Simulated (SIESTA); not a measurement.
Band structure of RuO₂ (P4_2/mnm, 6 atoms in the cell).

```xyz
6
Lattice="4.4327 0.0000 0.0000 0.0000 4.4327 0.0000 0.0000 0.0000 3.0768" Properties=species:S:1:pos:R:3 pbc="T T T"
Ru     2.2164     2.2164     1.5384
Ru     0.0000     0.0000     0.0000
O      3.5703     0.8624     1.5384
O      0.8624     3.5703     1.5384
O      1.3539     1.3539     0.0000
O      3.0788     3.0788     0.0000
```

Level of theory: GGA PBE, numerical atomic orbitals DZP, PseudoDojo PBE standard norm-conserving potentials (rewritten from UPF to PSML) (SIESTA).

Settings: XC.functional = GGA; XC.authors = PBE; potentials = PseudoDojo PBE standard; PAO.BasisSize = DZP; PAO.EnergyShift = 0.01 Ry; MeshCutoff = 350 Ry; kgrid.MonkhorstPack = 6 6 9; OccupationFunction = MP; OccupationMPOrder = 0; ElectronicTemperature = 1160.45 K; MaxSCFIterations = 150; SCF.Mixer.Method = Broyden; SCF.Mixer.Weight = 0.1; SCF.Mixer.History = 6.

The starting cell comes from a database of computed structures (which also holds hypothetical and non-ambient phases and stackings), without a prior relaxation at this level. Its lattice was rescaled by a random factor within 2.5 % of one. Spin polarisation is off. Values carry the incompleteness of an atom-centred basis.

Levels in eV from the Fermi level, bands 25 to 30:
```json
[
 {"point": "Γ", "25": "-1.67", "26": "-1.56", "27": "-1.50", "28": "-1.50", "29": "-0.93", "30": "1.65"},
 {"point": "X", "25": "-0.49", "26": "-0.49", "27": "-0.34", "28": "-0.34", "29": "0.41", "30": "0.41"},
 {"point": "M", "25": "-1.52", "26": "-1.52", "27": "-1.46", "28": "-1.46", "29": "0.89", "30": "0.89"},
 {"point": "Z", "25": "-0.73", "26": "-0.73", "27": "0.01", "28": "0.01", "29": "0.95", "30": "0.95"},
 {"point": "R", "25": "-1.84", "26": "-1.84", "27": "-0.65", "28": "-0.65", "29": "1.19", "30": "1.19"},
 {"point": "A", "25": "-0.64", "26": "-0.64", "27": "-0.48", "28": "-0.48", "29": "0.20", "30": "0.20"}
]
```

Bands cross the Fermi level along this path, so the cell is metallic at this level.

Higher empty bands are left out: an atom-centred basis made for the valence describes them poorly.
